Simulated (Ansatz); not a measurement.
AlNi3:

```xyz
4
Lattice="3.5231 0.0000 0.0000 0.0000 3.5231 0.0000 0.0000 0.0000 3.5231" Properties=species:S:1:pos:R:3 pbc="T T T"
Ni    1.7615    1.7615    0.0000
Ni    1.7615    0.0000    1.7615
Ni    0.0000    1.7615    1.7615
Al    0.0000    0.0000    0.0000
```

The cell is a database's computed one.

Base run:

* Program: Ansatz 0.2.0
* Functional: PBE
* Potentials or basis: Ansatz PAW
* Cutoff: 420 eV (not typed: the program's choice for these potentials)
* k mesh: 8 × 8 × 8
* Occupations: fermi-dirac, width 0.05 eV
* Spin: no spin polarisation

Its results: band gap on the k mesh none (metal or under the smearing width); pressure 7.1 GPa.

Q: The run is repeated on the same cell with these changes: k mesh from 8 × 8 × 8 to 6 × 6 × 6; spin from no spin polarisation to non-collinear spin, random start. What comes out?

A: Band gap on the k mesh none (metal or under the smearing width); pressure 7.4 GPa; net moment 0.70 μB per cell.

Several settings changed at once, so the effect can't be laid on one alone.

Caveats: the starting moments weren't kept (some runs).
